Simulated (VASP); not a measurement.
# PtSe2 (Sudovikovite) (P-3m1) in VASP: a series of runs

Runs on PtSe2 (Sudovikovite). Level: PBE. Tasks: optical spectrum, density of states, electric field gradients.

Everything below comes from runs of VASP 6.6.1. Logs are shortened: lines on timing, memory, paths and dates and some standing lists are left out, and cuts for length are marked.

## 1. The crystal as given

It takes space group P-3m1 (No. 164, trigonal). Conventional cell: a = 3.724 Å, b = 3.724 Å, c = 5.062 Å, α = 90.00°, β = 90.00°, γ = 120.00°. Around Pt (site symmetry -3m) lie 6 Se at 2.49 Å. Se (site symmetry 3m) is surrounded by 3 Pt at 2.49 Å.

## 2. Optical spectrum, PBE

The input, INCAR:

```
  ALGO = Normal
  CSHIFT = 0.1
  EDIFF = 1E-6
  ENCUT = 520
  GGA = PE
  ISIF = 2
  ISMEAR = 0
  LASPH = T
  LCHARG = F
  LOPTICS = T
  LREAL = F
  LWAVE = F
  NBANDS = 35
  NEDOS = 1000
  NELM = 80
  PREC = Accurate
  SIGMA = 0.02
```

The input, KPOINTS:

```
k-points
0
Gamma
  8 8 5
```

The input, POSCAR:

```
PtSe2
1.0
    3.7240000000      0.0000000000      0.0000000000
   -1.8620000000      3.2250786037      0.0000000000
    0.0000000000      0.0000000000      5.0620000000
Pt Se
1 2
Direct
    0.0000000000      0.0000000000      0.0000000000
    0.6666666667      0.3333333333      0.7500000000
    0.3333333333      0.6666666667      0.2500000000
```

Potentials or basis: VASP PAW PBE potentials, release 64 (Pt, Se).

Started as:

```console
> cat potpaw_PBE.64/Pt/POTCAR potpaw_PBE.64/Se/POTCAR > POTCAR
> mpirun -np 1 vasp_std > vasp.out
```

OUTCAR:

```text
EDIFF = 1E-6
   ENCUT = 520
   GGA = PE
   ISIF = 2
   ISMEAR = 0
   LASPH = T
   LREAL = F
   NELM = 80
   PREC = Accurate

 ion  position               nearest neighbor table
   1  0.000  0.000  0.000-   2 2.49   3 2.49   2 2.49   3 2.49   2 2.49   3 2.49
   2  0.667  0.333  0.750-   1 2.49   1 2.49   1 2.49
   3  0.333  0.667  0.250-   1 2.49   1 2.49   1 2.49

  LATTYP: Found a hexagonal cell.
 ALAT       =     3.7240000000
 C/A-ratio  =     1.3592910849

  Lattice vectors:

 A1 = (   3.7240000000,   0.0000000000,   0.0000000000)
 A2 = (  -1.8620000000,   3.2250786037,   0.0000000000)
 A3 = (   0.0000000000,   0.0000000000,   5.0620000000)

Analysis of symmetry for initial positions (statically):
=====================================================================
 Subroutine PRICEL returns:
 Original cell was already a primitive cell.

 Routine SETGRP: Setting up the symmetry group for a
 hexagonal supercell.

 Subroutine GETGRP returns: Found 12 space group operations
 (whereof 12 operations were pure point group operations)
 out of a pool of 24 trial point group operations.

The static configuration has the point symmetry D_3d.

Analysis of symmetry for dynamics (positions and initial velocities):
=====================================================================
 Subroutine PRICEL returns:
 Original cell was already a primitive cell.

 Routine SETGRP: Setting up the symmetry group for a
 hexagonal supercell.

 Subroutine GETGRP returns: Found 12 space group operations
 (whereof 12 operations were pure point group operations)
 out of a pool of 24 trial point group operations.

The dynamic configuration has the point symmetry D_3d.

 Subroutine INISYM returns: Found 12 space group operations
 (whereof 12 operations are pure point group operations),
 and found     1 'primitive' translations

----------------------------------------------------------------------------------------

                                     Primitive cell

  volume of cell :      60.7956

  direct lattice vectors                    reciprocal lattice vectors
     3.724000000  0.000000000  0.000000000     0.268528464  0.155034981  0.000000000
    -1.862000000  3.225078604  0.000000000     0.000000000  0.310069962  0.000000000
     0.000000000  0.000000000  5.062000000     0.000000000  0.000000000  0.197550375

  length of vectors
     3.724000000  3.724000000  5.062000000     0.310069962  0.310069962  0.197550375

  position of ions in fractional coordinates (direct lattice)
     0.000000000  0.000000000  0.000000000
     0.666666667  0.333333333  0.750000000
     0.333333333  0.666666667  0.250000000

  ion indices of the primitive-cell ions
   primitive index   ion index
                 1           1
                 2           2
                 3           3

----------------------------------------------------------------------------------------

 KPOINTS: k-points

Automatic generation of k-mesh.
 Grid dimensions read from file:
 generate k-points for:    8    8    5

 Generating k-lattice:

  Cartesian coordinates                     Fractional coordinates (reciprocal lattice)
     0.033566058  0.019379373  0.000000000     0.125000000  0.000000000  0.000000000
     0.000000000  0.038758745  0.000000000     0.000000000  0.125000000  0.000000000
     0.000000000  0.000000000  0.039510075     0.000000000  0.000000000  0.200000000

  Length of vectors
     0.038758745  0.038758745  0.039510075

  Shift w.r.t. Gamma in fractional coordinates (k-lattice)
     0.000000000  0.000000000  0.000000000

 Subroutine IBZKPT returns following result:
 ===========================================

 Found     40 irreducible k-points:

 Following reciprocal coordinates:
            Coordinates               Weight
  0.000000  0.000000  0.000000      1.000000
  0.125000 -0.000000  0.000000      6.000000
  0.250000 -0.000000  0.000000      6.000000
  0.375000  0.000000  0.000000      6.000000
  0.500000 -0.000000  0.000000      3.000000
  0.125000  0.125000  0.000000      6.000000
[... 16 lines left out ...]
 -0.125000  0.500000  0.200000     12.000000
  0.250000  0.250000  0.200000     12.000000
 [... further k-points ...]
   k-points           NKPTS =     40   k-points in BZ     NKDIM =     40   number of bands    NBANDS=     35
   number of dos      NEDOS =   1000   number of ions     NIONS =      3
   total plane-waves  NPLWV =  31360
   dimension x,y,z NGX =    28 NGY =   28 NGZ =   40
   dimension x,y,z NGXF=    56 NGYF=   56 NGZF=   80
   ions per type =               1   2
   NGX,Y,Z   is equivalent  to a cutoff of  12.50, 12.50, 13.14 a.u.
   NGXF,Y,Z  is equivalent  to a cutoff of  25.00, 25.00, 26.27 a.u.
 SYSTEM =  unknown system
   PREC   = accura    normal or accurate (medium, high low for compatibility)
   ISTART =      0    job   : 0-new  1-cont  2-samecut
   ICHARG =      2    charge: 1-file 2-atom 10-const
   ISPIN  =      1    spin polarized calculation?
   LNONCOLLINEAR =      F non collinear calculations
   LSORBIT =      F    spin-orbit coupling
   LASPH  =      T    aspherical Exc in radial PAW
   ENCUT  =  520.0 eV  38.22 Ry    6.18 a.u.   6.92  6.92  9.41*2*pi/ulx,y,z
   NELM   =     80;   NELMIN=  2; NELMDL= -5     # of ELM steps
   EDIFF  = 0.1E-05   stopping-criterion for ELM
   LREAL  =      F    real-space projection
   EDIFFG = 0.1E-04   stopping-criterion for IOM
   NSW    =      0    number of steps for IOM
   IBRION =     -1    ionic relax: 0-MD 1-quasi-New 2-CG
   NFREE  =      0    steps in history (QN), initial steepest desc. (CG)
   ISIF   =      2    stress and relaxation
   ISYM   =      2    0-nonsym 1-usesym 2-fastsym
   POTIM  = 0.5000    time-step for ionic-motion
   TEBEG  =    0.0;   TEEND  =   0.0 temperature during run
   PSTRESS=    0.0 pullay stress
   NELECT =      22.0000    total number of electrons
   NUPDOWN=      -1.0000    fix difference up-down
   EMIN   =  10.00;   EMAX   =-10.00  energy-range for DOS
   EFERMI =   0.00;   METHOD = LEGACY
   ISMEAR =     0;   SIGMA  =   0.02  broadening in eV -4-tet -1-fermi 0-gaus
   EFERMI_NEDOS =   21; number of points for ismear=-14 and -15
   IALGO  =     38    algorithm
   IMIX   =      4    mixing-type and parameters
     AMIX     =   0.40;   BMIX     =  1.00
     AMIX_MAG =   1.60;   BMIX_MAG =  1.00
  volume/ion in A,a.u.               =      20.27       136.76
  Fermi-wavevector in a.u.,A,eV,Ry     =   1.166608  2.204570 18.517184  1.360975
  Thomas-Fermi vector in A             =   2.303119
   LORBIT       =      0    0 simple, 1 ext, 2 COOP (PROOUT), +10 PAW based schemes
   GGA     = PE    functional components
   LHFCALC =     F    Hartree Fock is set to
   AEXX    =    0.0000 exact exchange contribution
   IVDW    =     0    specifies the selected vdW correction
   LEPSILON=     F    determine dielectric tensor
   LRPA    =     F    only Hartree local field effects (RPA)
 non-spin polarized calculation
 Gauss-broadening in eV      SIGMA  =   0.02
  energy-cutoff  :      520.00
  volume of cell :       60.80
 maximum number of plane-waves:      1654
   NGX = 13   NGY = 13   NGZ = 19

 number of electron      21.9999999 magnetization

 Free energy of the ion-electron system (eV)
  ---------------------------------------------------
  ext. energy  EPLUGINS =         0.00000000
  ---------------------------------------------------
  free energy    TOTEN  =       -14.18507788 eV

  energy without entropy =      -14.18489856  energy(sigma->0) =      -14.18498822

 E-fermi :   6.6313     XC(G=0): -10.6315

 val. band max:        6.5867649210   @ k =   0.0000   0.1250   0.2000
 cond. band min:       6.6516889408   @ k =   0.3750   0.2500   0.0000
 fundamental gap:      0.0649240198
 Fermi energy:         6.6313202106

 k-point     1 :       0.0000    0.0000    0.0000
  band No.  band energies     occupation
      1      -9.1763      2.00000
      2      -6.3507      2.00000
      3      -0.6624      2.00000
      4       0.0361      2.00000
      5       0.0361      2.00000
      6       2.4914      2.00000
[... 15 lines left out ...]
     22      18.8624      0.00000
     23      19.0836      0.00000
[... 575 lines left out ...]
      1      -7.5194      2.00000
      2      -7.0106      2.00000
      3      -0.2189      2.00000
      4       0.2579      2.00000
      5       0.7397      2.00000
      6       1.5328      2.00000
[... 15 lines left out ...]
     22      20.6903      0.00000
     23      21.5052      0.00000

 [... further k-points ...]

 [bands above 23 left out]

------------------------ aborting loop because EDIFF is reached ----------------------------------------

  FORCE on cell =-STRESS in cart. coord.  units (eV):
  Direction    XX          YY          ZZ          XY          YZ          ZX
  --------------------------------------------------------------------------------------
  -------------------------------------------------------------------------------------
  Total        2.9947387      2.9947387      2.3368172      0.0000000      0.0000000      0.0000000
  in kB       78.9218766     78.9218766     61.5833345      0.0000000      0.0000000      0.0000000
  external PRESSURE =      73.1423626 kB  Pullay stress =       0.0000000 kB

 VOLUME and BASIS-vectors are now :
 -----------------------------------------------------------------------------
  energy-cutoff  :      520.00
  volume of cell :       60.80
      direct lattice vectors                 reciprocal lattice vectors
     3.724000000  0.000000000  0.000000000     0.268528464  0.155034981  0.000000000
    -1.862000000  3.225078604  0.000000000     0.000000000  0.310069962  0.000000000
     0.000000000  0.000000000  5.062000000     0.000000000  0.000000000  0.197550375

 POSITION                                       TOTAL-FORCE (eV/Angst)
 -----------------------------------------------------------------------------------
      0.00000      0.00000      0.00000         0.000000      0.000000      0.000000
      1.86200      1.07503      3.79650        -0.000000      0.000000     -0.574979
     -0.00000      2.15005      1.26550         0.000000     -0.000000      0.574979
 -----------------------------------------------------------------------------------
    total drift:                               -0.000000     -0.000000     -0.000000

  FREE ENERGIE OF THE ION-ELECTRON SYSTEM (eV)
  ---------------------------------------------------
  free  energy   TOTEN  =       -14.1850778837 eV

  energy  without entropy=      -14.1848985602  energy(sigma->0) =      -14.18498822

 electrical conductivity sigma (Mega S m-1) (frequency dependency in vasprun.xml)
  --------------------------------------------------------------------------------------
       0.016       0.000       0.000
       0.000       0.016       0.000
       0.000       0.000       0.000

  frequency dependent IMAGINARY DIELECTRIC FUNCTION (independent particle, no local field effects) density-density
     E(ev)      X         Y         Z        XY        YZ        ZX
  --------------------------------------------------------------------------------------------------------------
     0.00000     0.00000     0.00000     0.00000     0.00000     0.00000     0.00000
     0.52718     5.35041     5.35041     9.11340     0.00000    -0.00000     0.00000
     1.05437    28.70776    28.70776    21.20268     0.00000     0.00000     0.00000
     1.58155    33.87986    33.87986    13.31148    -0.00000     0.00000    -0.00000
     2.10874    24.35538    24.35538    11.16168    -0.00000    -0.00000    -0.00000
     2.63592    22.09458    22.09458    14.24277    -0.00000    -0.00000     0.00000
[... 92 lines left out ...]
    51.66405     0.00076     0.00076     0.00077     0.00000     0.00000     0.00000
    52.19123     0.00074     0.00074     0.00075     0.00000     0.00000     0.00000

  frequency dependent      REAL DIELECTRIC FUNCTION (independent particle, no local field effects) density-density
     E(ev)        X           Y           Z          XY          YZ          ZX
  --------------------------------------------------------------------------------------------------------------
     0.00000    36.21230    36.21230    31.16832     0.00000    -0.00000     0.00000
     0.52718    38.42650    38.42650    28.39210     0.00000     0.00000     0.00000
     1.05437    46.73616    46.73616    29.66077    -0.00000     0.00000    -0.00000
     1.58155    14.30697    14.30697     7.53391     0.00000    -0.00000    -0.00000
     2.10874    15.30967    15.30967    13.21180    -0.00000    -0.00000     0.00000
     2.63592     3.57837     3.57837     8.23203    -0.00000     0.00000    -0.00000
[... 92 lines left out ...]
    51.66405     0.81821     0.81821     0.81770     0.00000    -0.00000    -0.00000
    52.19123     0.82216     0.82216     0.82171     0.00000    -0.00000    -0.00000

  frequency dependent IMAGINARY DIELECTRIC FUNCTION (independent particle, no local field effects) current-current
     E(ev)      X         Y         Z        XY        YZ        ZX
  --------------------------------------------------------------------------------------------------------------
     0.00000   132.53148   132.53148   112.30976     0.00000    -0.00000    -0.00000
     0.52718    19.32184    19.32184    19.05301     0.00000    -0.00000    -0.00000
     1.05437    37.26768    37.26768    26.57264     0.00000    -0.00000    -0.00000
     1.58155    35.40237    35.40237    14.04850    -0.00000     0.00000    -0.00000
     2.10874    25.66613    25.66613    12.29539    -0.00000     0.00000    -0.00000
     2.63592    22.26290    22.26290    14.77005    -0.00000    -0.00000    -0.00000
[... 92 lines left out ...]
    51.66405     0.00006     0.00006     0.00007    -0.00000    -0.00000    -0.00000
    52.19123     0.00006     0.00006     0.00006    -0.00000    -0.00000    -0.00000

  frequency dependent      REAL DIELECTRIC FUNCTION (independent particle, no local field effects) current-current
     E(ev)        X           Y           Z          XY          YZ          ZX
  --------------------------------------------------------------------------------------------------------------
     0.00000    33.97034    33.97034    26.98687     0.00000    -0.00000    -0.00000
     0.52718    36.32283    36.32283    25.00875     0.00000    -0.00000    -0.00000
     1.05437    41.17637    41.17637    25.65405    -0.00000    -0.00000    -0.00000
     1.58155    10.05762    10.05762     5.97285     0.00000     0.00000    -0.00000
     2.10874    13.02983    13.02983    12.17999    -0.00000     0.00000    -0.00000
     2.63592     1.92918     1.92918     7.18726     0.00000    -0.00000     0.00000
[... 92 lines left out ...]
    51.66405     0.81837     0.81837     0.81783    -0.00000     0.00000     0.00000
    52.19123     0.82232     0.82232     0.82183    -0.00000     0.00000     0.00000
```

Wall time 46 s (1 thread of Intel Xeon Platinum 8488C (Sapphire Rapids), shared host); peak memory 0.28 GiB.

Results:

```yaml
Free_energy: -14.1851 eV
Pressure: 7.3 GPa
Largest_force: 0.575 eV/Å
Band_gap_on_the_k_mesh: none (metal or under the smearing width)
```

Forces in eV/Å, atoms in the order of the input:
```
Pt   0.000  0.000  0.000
Se   0.000  0.000 -0.575
Se   0.000  0.000  0.575
```

Stress tensor (GPa, compression positive):
```
7.89 0.00 0.00
0.00 7.89 0.00
0.00 0.00 6.16
```

Levels at points of the mesh, in eV from the Fermi level:
```csv
k point,band 8,band 9,band 10,band 11,band 12,band 13,band 14,band 15
"(0.00, 0.00, 0.00)",-2.69,-1.16,-1.16,0.32,1.37,1.37,3.52,4.12
"(0.50, 0.00, 0.00)",-3.64,-3.63,-3.54,-3.08,0.57,2.26,4.68,5.74
```

Dielectric function (mean over the directions given):
```tsv
energy (eV)	real part	imaginary part
0.26	32.94	3.57
0.90	34.19	18.98
1.58	12.05	27.02
2.27	1.68	31.66
2.95	-6.16	21.93
3.64	-3.27	9.86
4.32	1.26	5.37
5.01	1.61	7.28
5.69	2.11	6.32
6.38	0.56	6.30
7.01	-0.87	5.90
7.70	-1.42	4.87
8.38	-1.51	3.85
9.07	-0.34	3.31
9.75	0.23	2.52
10.44	0.74	3.42
11.12	0.11	3.98
11.81	-0.64	3.73
12.49	-1.11	3.18
13.18	-1.48	2.39
13.81	-0.78	2.15
14.50	-1.12	2.09
15.18	-1.18	1.78
15.87	-1.22	1.40
16.55	-0.72	1.16
17.24	-0.75	0.98
17.92	-0.48	0.94
18.61	-0.51	0.84
19.29	-0.44	0.69
19.98	-0.32	0.62
```

Caveat: spectra need much finer meshes, so this one isn't converged; independent-particle spectra lack excitons; the intraband (Drude) part of a metal's response may be missing.

(Part 1 of 2 ends here.)
